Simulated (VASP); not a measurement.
A run of VASP 6.6.1 is set up as follows.

INCAR

```
SYSTEM = KTaO3
PREC = Accurate
ENCUT = 600
EDIFF = 1E-6
ISMEAR = 0
SIGMA = 0.02
LREAL = .False.
LASPH = .True.
NELM = 60
ALGO = Normal
ISIF = 3
LWAVE = .False.
LCHARG = .False.
METAGGA = R2SCAN
LMIXTAU = .True.
IBRION = 2
NSW = 60
EDIFFG = -0.01
KPAR = 2
```

KPOINTS

```
regular mesh
0
Gamma
  6 6 6
  0 0 0
```

The input POSCAR:

```
KTaO3
1.0
    3.9883000000      0.0000000000      0.0000000000
    0.0000000000      3.9883000000      0.0000000000
    0.0000000000      0.0000000000      3.9883000000
Ta K O
1 1 3
Direct
    0.0000000000      0.0000000000      0.0000000000
    0.5000000000      0.5000000000      0.5000000000
    0.0000000000      0.0000000000      0.5000000000
    0.0000000000      0.5000000000      0.0000000000
    0.5000000000      0.0000000000      0.0000000000
```

Potentials or basis: VASP PAW PBE potentials, release 64 (Ta_pv, K_sv, O).

The run is started by

```bash
$ cat potpaw_PBE.64/Ta_pv/POTCAR potpaw_PBE.64/K_sv/POTCAR potpaw_PBE.64/O/POTCAR > POTCAR
$ mpirun -np 2 vasp_std > vasp.out
```

Question: Estimate the band gap on the k mesh.

Answer: 2.59 eV, indirect (least direct gap 3.24 eV).

Question: What does it give for the relaxed cell?

Answer: a = 3.995 Å, b = 3.995 Å, c = 3.995 Å, α = 90.00°, β = 90.00°, γ = 90.00°.

Question: What does it give for the relaxed volume?

Answer: 12.75 Å³/atom.

The path:
| step | energy change (eV) | largest force (eV/Å) | pressure (GPa) | volume (Å³) |
| --- | --- | --- | --- | --- |
| 1 | 0.0000 | 0.0000 | 0.51 | 63.44 |
| 2 | -0.0008 | 0.0000 | -0.22 | 63.81 |
| 3 | -0.0009 | 0.0000 | -0.06 | 63.77 |

Caveat: the PAW data sets were made with another functional, which shifts forces and pressure a little; spin-orbit coupling is left out, which moves the levels of the heavy elements. Zero-point motion and thermal expansion aren't in these numbers.
